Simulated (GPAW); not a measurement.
Au:

```
CELL_PARAMETERS angstrom
2.87792 0.00000 0.00000
1.43896 2.49236 0.00000
1.43896 0.83079 2.34982
ATOMIC_POSITIONS crystal
Au 0.00000 0.00000 0.00000
```

Base run:

| Item | Value |
| --- | --- |
| Program | GPAW 26.7.0 |
| Functional | revTPSS |
| Potentials or basis | GPAW PAW data sets (gpaw-data 1.2.1) |
| Cutoff | 600 eV |
| Basis | pw |
| k mesh | 11 × 11 × 11 |
| Occupations | fermi-dirac, width 0.05 eV |
| Spin | spin-orbit coupling, no magnetisation |

Its results: pressure 3.3 GPa.

Task: The run is repeated on the same cell with these changes: functional from revTPSS to r4SCAN; band points from 80 to 100. What comes out?

Result: Pressure 7.0 GPa.

Caveats: spin-orbit coupling was added after a scalar SCF, so levels and gaps hold it while energy, forces, pressure and moments don't; the PAW data sets were made with another functional, which shifts forces and pressure a little.

Not every run made on this cell is shown here.
